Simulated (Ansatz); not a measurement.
**CuI: energy along a strain**

CuI, Fm-3m, a = 5.724 Å (as given, not relaxed at this level: -3.5 GPa). This isn't the usual stable structure of the compound. Ansatz: PBEsol, PAW, 420 eV, Γ-centred 14×14×14 mesh on 2 atoms, Gaussian smearing 0.15 eV; no spin polarisation. Cell vectors (Å): 0.000 2.862 2.862; 2.862 0.000 2.862; 2.862 2.862 0.000. The cell is strained by x per cent times the pattern (0 1 0 0 0 0) in the order xx yy zz yz xz xy (engineering shears), with fractional coordinates held. y is the free energy over the start, V0 = 23.445 Å³/atom. Points with a strain past 8.5 % were computed too (3) and aren't used here.

```
x (%) y (meV/atom)
-7.50             ?
-5.00        -12.87
-2.50        -10.07
 0.00          0.00
 2.50         14.57
 5.00         31.79
 7.50         50.50
```

Task: Fit y = c1 x + c2 x² + c3 x³ to the other rows, get the stiffness along the pattern, and predict the missing energy.

Result: Least squares on the rows shown. y = 4.9864 x + 0.38008 x² − 0.019776 x³. The clamped-ion stiffness p·C·p = 2 × 3.801 eV × 160.2 / 23.445 Å³ = 52 GPa, which is C22 in these axes (C11 of the cubic crystal) (second derivative at the start, which stands under stress). With a term in x⁴ added, the coefficient of x² becomes 0.3563, 6 % less, which shows how far this figure hangs on the form. At x = -7.50 the fit asked for gives -7.68 meV/atom. The run gave -4.59 meV/atom, so the fit is 3.09 meV/atom too low, 4.9 % of the span of the series, against an rms of 0.16 meV/atom on the fitted rows. The row lies outside the fitted range. With a term in x⁴ added, a fit to the same known rows predicts -4.88 meV/atom, so most of the miss is curvature that the known rows already hold.